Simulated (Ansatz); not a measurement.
## Rock-salt LiI

These are r²SCAN+SOC (plane waves, PAW; Ansatz, an electronic-structure program) values and carry that method's errors.

Run with plane-wave cutoff 560 eV, 10×10×10 k mesh, Fermi–Dirac smearing 0.01 eV, PAW data made under PBE.

Cell: measured lattice: a = b = c = 6.0120 Å, α = β = γ = 90.00°.

- band gap = 4.66 eV (indirect)
- smallest direct gap on the k points sampled = 4.81 eV

Measured, for comparison: band gap 6.4 eV (temperature not stated, not corrected to a static lattice, our sources range from 6.10 to 6.40; as tabulated in Aguado et al. (1998), arXiv:cond-mat/9809176). Computed (rounded) less measured: band gap -1.74 eV (-1.44 eV to -1.74 eV over the range).

Note: cell and atoms aren't relaxed at this level.

Cost on a shared machine: very roughly 70 core-seconds.
